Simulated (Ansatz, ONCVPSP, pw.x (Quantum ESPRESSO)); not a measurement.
## What a changed setting does to a pw.x run (fcc Ru)

Potential: optimised norm-conserving Vanderbilt (ONCV), ONCVPSP 4.0.1.1 (patched build), PBEsol; core [Ar] 3d10, reference 4s2 4p6 4d7 5s1; waves: 4s+5s: rc 1.45 bohr, ncon 4, nbas 7, qcut 7.6 1/bohr, 2 projectors; 4p: rc 1.75 bohr, ncon 4, nbas 9, qcut 6.8 1/bohr, 2 projectors, debl 0.5 Ha; 4d: rc 2.00 bohr, ncon 5, nbas 10, qcut 8 1/bohr, 2 projectors, debl 3.7 Ha; local part: polynomial inside 1.40 bohr (lpopt 5, dvloc0 0 Ha); core correction: Teter function fitted to the true core (icmod 2), fcfact 0.75. In the p channel the program set the typed energies aside and used -1.704, 0.250 Ha.

The reference run (k-mesh 15³, cutoffs 65/260 Ry, Fermi–Dirac 0.01 Ry, mixing_beta 0.4, conv_thr 1e-9, no spin) gives 1.93 GPa at 13.350 Å³/atom, where all-electron LAPW gives 1.19 GPa. This run, with its own iteration cap, changes degauss to 0.02.

```
&control
  calculation='scf', prefix='x', pseudo_dir='./', outdir='./tmp', tstress=.true., disk_io='none'
/
&system
  ibrav=0, nat=1, ntyp=1, ecutwfc=65, ecutrho=260, nbnd=16,
  occupations='smearing', smearing='fd', degauss=0.02
/
&electrons
  conv_thr=1e-09, mixing_beta=0.4, electron_maxstep=70
/
ATOMIC_SPECIES
Ru 1.0 Ru.UPF
CELL_PARAMETERS angstrom
  0.00000000 1.88285593 1.88285593
  1.88285593 0.00000000 1.88285593
  1.88285593 1.88285593 0.00000000
ATOMIC_POSITIONS crystal
Ru 0.0000 0.0000 0.0000
K_POINTS automatic
15 15 15 0 0 0
```

```bash
pw.x < Ru.scf.in > Ru.scf.out
```

Q: How does the run end?

A: It converges in 8 iterations; the free energy moves by -94.8 meV/atom and the pressure by +1.90 GPa. In a metal, with Fermi–Dirac smearing, F lies below its zero-width value by a term in the square of the width.

```
Message from routine setup:
     using ibrav=0 with symmetry is DISCOURAGED, use correct ibrav instead
     lattice parameter (alat)  =       5.0319  a.u.
     unit-cell volume          =      90.0903 (a.u.)^3
     number of electrons       =        16.00
     number of Kohn-Sham states=           16
     kinetic-energy cutoff     =      65.0000  Ry
     charge density cutoff     =     260.0000  Ry
     scf convergence threshold =      1.0E-09
     Exchange-correlation= PBESOL
     number of k points=   120  Fermi-Dirac smearing, width (Ry)=  0.0200
     iteration #  1     ecut=    65.00 Ry     beta= 0.40
     total energy              =    -222.93409999 Ry
     estimated scf accuracy    <       0.13597147 Ry
     iteration #  2     ecut=    65.00 Ry     beta= 0.40
     total energy              =    -222.95217668 Ry
     estimated scf accuracy    <       0.00452670 Ry
     iteration #  3     ecut=    65.00 Ry     beta= 0.40
     total energy              =    -222.95235459 Ry
     estimated scf accuracy    <       0.00079420 Ry
     iteration #  4     ecut=    65.00 Ry     beta= 0.40
     total energy              =    -222.95240582 Ry
     estimated scf accuracy    <       0.00002644 Ry
     iteration #  5     ecut=    65.00 Ry     beta= 0.40
     total energy              =    -222.95240886 Ry
     estimated scf accuracy    <       0.00000095 Ry
     iteration #  6     ecut=    65.00 Ry     beta= 0.40
     total energy              =    -222.95240901 Ry
     estimated scf accuracy    <          3.3E-09 Ry
     iteration #  7     ecut=    65.00 Ry     beta= 0.40
     total energy              =    -222.95240901 Ry
     estimated scf accuracy    <          3.7E-09 Ry
     iteration #  8     ecut=    65.00 Ry     beta= 0.40
     the Fermi energy is    23.9383 ev
!    total energy              =    -222.95240901 Ry
     estimated scf accuracy    <          7.8E-11 Ry
     smearing contrib. (-TS)   =      -0.01899036 Ry
     The total energy is F=E-TS. E is the sum of the following terms:
     one-electron contribution =     -31.18244325 Ry
     hartree contribution      =      28.24352539 Ry
     xc contribution           =     -55.05666660 Ry
     ewald contribution        =    -164.93783419 Ry
     convergence has been achieved in   8 iterations
          total   stress  (Ry/bohr**3)                   (kbar)     P=       38.35
     Message from routine punch:
     Nothing written, as per user request (disk_io='none')
```

The run took about 15 s on one core of a shared host (Neoverse-V1, 32 threads, 126 GiB, load 19).
